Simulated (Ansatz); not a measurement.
# ZrB₂: experiment and calculation

**Experimental background.**

“Chemical Bonding in Epitaxial ZrB2 Studied by X-ray Spectroscopy”, 2018, arxiv:1801.08663 reports, for a ceramic of ZrB2: lattice constant a 3.167 Å; lattice constant c 3.531 Å.

The runs below are set against these values where they give the same quantity.

These are results of DFT PBEsol, scalar-relativistic, plane waves, PAW (Ansatz 0.2.0), not measurements.

Settings: cutoff 420 eV, Γ-centred mesh 18×18×12 on the computed 3-atom cell, Gaussian smearing of 0.10 eV; no spin polarisation.

Relaxed structure, symmetry kept:

```cif
data_structure
_symmetry_space_group_name_H-M 'P6/mmm'
_symmetry_Int_Tables_number 191
_cell_length_a 3.1549
_cell_length_b 3.1549
_cell_length_c 3.5068
_cell_angle_alpha 90.000
_cell_angle_beta 90.000
_cell_angle_gamma 120.000
_cell_volume 30.23
loop_
_atom_site_label
_atom_site_type_symbol
_atom_site_symmetry_multiplicity
_atom_site_Wyckoff_symbol
_atom_site_fract_x
_atom_site_fract_y
_atom_site_fract_z
_atom_site_occupancy
Zr1 Zr 1 a 0.00000 0.00000 0.00000 1
B1 B 2 d 0.33333 0.66667 0.50000 1
```

```
Space group                                                       : P6/mmm (No. 191)
Volume per atom                                                   : 10.08 Å³
Formation energy from the elements' standard states (uncorrected) : -1.083 eV/atom
Kohn–Sham band gap                                                : none (metal)
Density of states at the Fermi level                              : 0.28 states/eV per cell
Löwdin character within 0.5 eV of the Fermi level                 : Zr 4d 72 %, B 2p 25 %
Bulk modulus                                                      : 250 GPa
Its pressure derivative                                           : 3.9
Bader charges (e)                                                 : Zr (1 in the cell) 1.51, B (2 in the cell) -0.76
```

Measured lattice constant a of ZrB2: 3.167 Å (ceramic; the paper above). This calculation gives 3.155 Å (-0.4 %). Against the measured lattice constant c of ZrB2, 3.531 Å (ceramic; the paper above), the calculated 3.507 Å is off by -0.7 %. The calculation is for 0 K without zero-point motion.